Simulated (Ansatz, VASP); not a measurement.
**Au in VASP and in Ansatz**

File INCAR:

```
SYSTEM = Au
ALGO = Normal
EDIFF = 1E-7
ENCUT = 520
ISIF = 2
ISMEAR = -1
LASPH = .True.
LCHARG = .False.
LREAL = .False.
LWAVE = .False.
NBANDS = 12
NELM = 100
PREC = Accurate
SIGMA = 0.6
```

KPOINTS

```
k-points
0
Gamma
  13 13 13
  0 0 0
```

POSCAR

```
Au
1.0
    0.0000000000      2.0229622709      2.0229622709
    2.0229622709      0.0000000000      2.0229622709
    2.0229622709      2.0229622709      0.0000000000
Au
1
Direct
    0.0000000000      0.0000000000      0.0000000000
```

Input for Ansatz:

```yaml
crystal:
  lattice:
    - [0.0, 2.0229622709, 2.0229622709]
    - [2.0229622709, 0.0, 2.0229622709]
    - [2.0229622709, 2.0229622709, 0.0]
  atoms:
    - { symbol: Au, position: [0.0, 0.0, 0.0] }
hamiltonian:
  xc: lda
  pseudopotentials:
    kind: paw
    azcp:
      Au: "pseudopotentials/Au.paw.azcp"
basis:
  ecutwfc: 420
  fft_grid_basis: typed
kpoints:
  mp_grid: { grid: [13, 13, 13], shift: [0, 0, 0] }
magnetization:
  spin_polarized: false
scf:
  occupations: { method: fermi_dirac, width: 0.6 }
  lower_state_search: "off"
output:
  stress: true
```

Alike in both runs: task single point; functional LDA; k mesh 13 × 13 × 13; occupations fermi-dirac, width 0.6 eV; no spin polarisation.

```csv
,VASP,Ansatz
version,VASP 6.6.1,Ansatz 0.2.0
potentials or method,"VASP PAW LDA potentials, release 64 (Au)","plane waves (420 eV) with PAW, scalar-relativistic"
plane-wave cutoff (eV),520,420
valence electrons in the cell,11,19
```

Ansatz gave:

| Item | Value |
| --- | --- |
| pressure (GPa) | 2.1 |

What did VASP give for the same quantities?

Pressure (GPa): 2.5.

The two sets of potentials don't hold the same shells in valence. Ansatz warned: «pseudo_functional_mismatch».

The runs have no spin-orbit coupling, so splittings on Au are missing.
